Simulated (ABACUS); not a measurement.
# Ge: relaxation of cell and atoms with PW91

Crystal: Ge.

```
Ge
1.0
    -2.57449    2.57449    1.39741
     2.57449   -2.57449    1.39741
     2.57449    2.57449   -1.39741
Ge
2
Direct
  0.50000 0.50000 0.00000
  0.25000 0.75000 0.50000
```

This isn't the form of Ge at room conditions, which is diamond.

```
Program                                       : ABACUS 3.10.1
Task                                          : relaxation of cell and atoms
Functional                                    : PW91
Potentials or basis                           : Ansatz NC PBE
Cutoff                                        : 1075 eV
Density cutoff                                : 4299 eV
Basis                                         : plane waves
k mesh                                        : 9 × 9 × 9
Occupations                                   : fermi-dirac, width 0.05 eV
Spin                                          : no spin polarisation
Max steps of the relaxation                   : 60
Force threshold                               : 0.02 eV/Å
Optimiser                                     : cg
Stress threshold                              : 0.5 kbar
Radial cutoff of the potentials (pseudo_rcut) : 10 bohr
SCF threshold on the density                  : 1e-08
Max SCF steps                                 : 100
Eigensolver                                   : dav
Mixing                                        : broyden
Mixing share                                  : 0.7
Symmetry key                                  : 1
Bands                                         : 18
```

| Item | Value |
| --- | --- |
| Relaxed volume | 19.35 Å³/atom |
| Relaxed cell | a = 3.951 Å, b = 3.951 Å, c = 3.951 Å, α = 97.48°, β = 97.48°, γ = 137.71° |
| Space group after relaxing (to 0.05 Å) | I4_1/amd (No. 141) |
| Energy gained by relaxing | 8.4 meV/atom |
| Ionic steps | 6 |
| Pressure after relaxing | 0.0 GPa |
| Band gap on the k mesh | none (metal or under the smearing width) |

The path:
| step | energy change (eV) | largest force (eV/Å) | pressure (GPa) | volume (Å³) |
| --- | --- | --- | --- | --- |
| 1 | 0.0000 | 0.0000 | 3.30 | 37.05 |
| 2 | -0.0151 | 0.0000 | -0.95 | 39.21 |
| 3 | -0.0165 | 0.0000 | 0.03 | 38.69 |
| 4 | -0.0168 | 0.0000 | 0.00 | 38.69 |
| 5 | -0.0168 | 0.0000 | 0.00 | 38.69 |
| 6 | -0.0168 | 0.0000 | 0.00 | 38.69 |

Final structure:
```
Ge
1.0
    -2.60550    2.60550    1.42499
     2.60550   -2.60550    1.42499
     2.60550    2.60550   -1.42499
Ge
2
Direct
  0.50000 0.50000 0.00000
  0.25000 0.75000 0.50000
```

Levels at points of the mesh, in eV from the Fermi level:
| k point | band 11 | band 12 | band 13 | band 14 | band 15 | band 16 |
| --- | --- | --- | --- | --- | --- | --- |
| (0.00, 0.00, 0.00) | -12.94 | -4.18 | -2.18 | -2.18 | 3.48 | 7.34 |

Wall time 77 s on 4 MPI ranks on Intel(R) Xeon(R) 6975P-C (Granite Rapids), on a shared host, peak memory 0.4 GiB a rank.

Caveat: the potentials were made for another functional, which shifts forces and pressure.
